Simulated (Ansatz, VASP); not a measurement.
Two plane-wave programs on ZnS

INCAR

```
PREC = Accurate
ENCUT = 520
EDIFF = 1E-6
ISMEAR = 0
SIGMA = 0.02
LREAL = False
LASPH = True
NELM = 100
ALGO = Normal
ISIF = 2
LWAVE = False
LCHARG = True
LELF = True
LVHAR = True
NBANDS = 16
```

File KPOINTS:

```
regular mesh
0
Gamma
  8 8 8
```

Contents of POSCAR:

```
ZnS
1.0
    0.0000000000      2.7215935586      2.7215935586
    2.7215935586      0.0000000000      2.7215935586
    2.7215935586      2.7215935586      0.0000000000
Zn S
1 1
Direct
    0.2500000000      0.2500000000      0.2500000000
    0.0000000000      0.0000000000      0.0000000000
```

Input for Ansatz:

```yaml
crystal:
  lattice:
    - [0.0, 2.7215935586, 2.7215935586]
    - [2.7215935586, 0.0, 2.7215935586]
    - [2.7215935586, 2.7215935586, 0.0]
  atoms:
    - { symbol: Zn, position: [0.25, 0.25, 0.25] }
    - { symbol: S, position: [0.0, 0.0, 0.0] }
basis:
  ecutwfc: 420
kpoints:
  mp_grid: { grid: [8, 8, 8] }
  band_path:
    path:
      - [[0.0, 0.0, 0.0], [-0.5, -0.5, 0.0], [-0.375, -0.375, 0.25]]
      - [[-0.375, 0.0, 0.375], [0.0, 0.0, 0.0], [0.0, 0.0, 0.5], [-0.5, -0.25, 0.25], [-0.5, -0.5, 0.0]]
    npoints: 14
hamiltonian:
  xc: lda
scf:
  occupations: { method: gaussian, width: 0.02 }
  n_extra_bands: 6
output:
  forces: true
  stress: true
  eigenvalues: true
  populations: true
  dos: { projected: true, de: 0.02, nscf_kmesh: { grid: [12, 12, 12] } }
  bader: true
  write_density: true
  write_potential: true
  elf: true
  volumetric_format: npy
```

Alike in both runs: task single point; functional LDA; k mesh 8 × 8 × 8; occupations gaussian, width 0.02 eV; no spin polarisation.

```csv
,VASP,Ansatz
version,VASP 6.6.1,Ansatz 0.2.0
potentials or method,"VASP PAW LDA potentials, release 64 (Zn, S)","scalar-relativistic, plane waves, PAW"
plane-wave cutoff (eV),520,420
valence electrons in the cell,18,18
```

```tsv
	VASP	Ansatz	Ansatz less VASP
gap on the k mesh at the Fermi level (eV)	1.79	1.76	-0.030
least direct gap on the mesh (eV)	1.79	1.76	-0.030
pressure (GPa)	-5.7	-5.9	-0.19
```
